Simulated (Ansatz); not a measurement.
Runs of Ansatz 0.2.0 on Ta. Symmetry: Im-3m, No. 229, cubic system. Conventional cell: a = 3.303 Å, b = 3.303 Å, c = 3.303 Å, α = 90.00°, β = 90.00°, γ = 90.00°. Around Ta (site symmetry m-3m) lie 8 Ta at 2.86 Å. 

```tsv
task	level	potentials or basis	spin	U	cell	cutoff (eV)	smearing	hubbard projectors	double counting	other keys	gap on the mesh (eV)	pressure (GPa)	V0 of scaled cells (Å³/atom)	B0 (GPa)
single point	PBE	Ansatz PAW	off	-	cell strained at random at fixed volume	420	fermi-dirac 0.05 eV	-	-	-	none	3.0	-	-
equation of state	r2SCAN+rVV10	Ansatz PAW	off	-	as given	500	cold 0.05 eV	-	-	-	-	-	17.83	(b)
density of states	PBEsol	Ansatz PAW	SOC, no magnetisation	-	as given	420	gaussian 0.025 eV	-	-	-	none	-4.9	-	-
electric field gradients	LDA+D3(BJ)+U	Ansatz PAW earlier set	off	Ta d U = 4.5 eV	as given	520	methfessel-paxton 0.15 eV	all-electron-ortho-atomic	fll (the default)	hamiltonian.dispersion = d3bj; …	none	-10.6	-	-
equation of state	PBE	Ansatz PAW	off	-	as given	420	fermi-dirac 0.05 eV	-	-	-	-	-	18.24	195
single point	PBE	Ansatz PAW	off	-	as given	420	fermi-dirac 0.05 eV	-	-	-	none	(a)	-	-
```

Alike in all rows: k mesh 11 × 11 × 11.

Q: Estimate the missing entries.

A: (a) 2.6; (b) 200.

Caveats: the PAW data sets come from PBE, with cores solved anew for the run's functional, which leaves a small shift of forces and pressure (some runs); the fit is doubtful: noisy points or a state that changes with volume (some runs); the PAW data sets were made with another functional, which shifts forces and pressure a little (some runs); U without spin polarisation on a metal has little footing (some runs); pairwise dispersion overbinds metals, which lowers pressure and volume (some runs); the U is typed as a test and isn't derived for this compound (some runs); the dispersion damping was fitted for another functional or another form of the correction (some runs).

A k mesh can miss the band edges, and rows without SOC leave out spin-orbit coupling on Ta.

A gap of «none» marks a metal or a gap under the smearing width.

The runs don't all hold the same shells in valence.
